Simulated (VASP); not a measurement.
The system is Ge.

```xyz
1
Lattice="1.3971 -2.6005 0.0000 1.3971 2.6005 0.0000 0.0000 0.0000 2.6982" Properties=species:S:1:pos:R:3 pbc="T T T"
Ge    1.3971    0.0000    0.0000
```

This isn't the form of Ge at room conditions, which is diamond.

- Program: VASP 6.6.1
- Task: relaxation of cell and atoms
- Functional: r2SCAN
- Potentials or basis: VASP PAW PBE potentials, release 64 (Ge_d)
- Cutoff: 600 eV
- k mesh: 11 × 11 × 10
- Occupations: gaussian, width 0.05 eV
- Spin: no spin polarisation

At the start: pressure -3.2 GPa; volume 19.61 Å³/atom.

Question: How do energy, volume and symmetry change on relaxing?

Answer: Over 20 steps the energy falls by 15.1 meV/atom and the volume is 18.66 Å³/atom (-4.8 %); space group P6/mmm (No. 191, to 0.05 Å).

Step by step:
```csv
step,energy change (eV),largest force (eV/Å),pressure (GPa),volume (Å³)
1,0.0000,0.0000,-3.17,19.61
2,-0.0115,0.0000,0.71,18.53
3,-0.0116,0.0000,0.46,18.63
4,-0.0116,0.0000,0.33,18.65
5,-0.0128,0.0000,-0.02,18.70
6,-0.0131,0.0000,-0.21,18.72
7,-0.0132,0.0000,-0.28,18.73
8,-0.0135,0.0000,-0.42,18.76
9,-0.0144,0.0000,-0.65,18.80
10,-0.0134,0.0000,-1.05,18.89
11,-0.0146,0.0000,-0.67,18.82
12,-0.0151,0.0000,0.02,18.65
13,-0.0151,0.0000,-0.01,18.66
14,-0.0151,0.0000,0.02,18.66
15,-0.0151,0.0000,0.01,18.66
16,-0.0151,0.0000,0.01,18.66
17,-0.0151,0.0000,0.01,18.66
18,-0.0151,0.0000,0.03,18.66
19,-0.0151,0.0000,0.02,18.66
20,-0.0151,0.0000,0.01,18.66
```

Final structure:
```
Ge
1.0
     1.41898   -2.44484    0.00000
     1.41898    2.44484    0.00000
     0.00000    0.00000    2.68914
Ge
1
Direct
  0.50000 0.50000 0.00000
```

Caveat: the PAW data sets were made with another functional, which shifts forces and pressure a little.
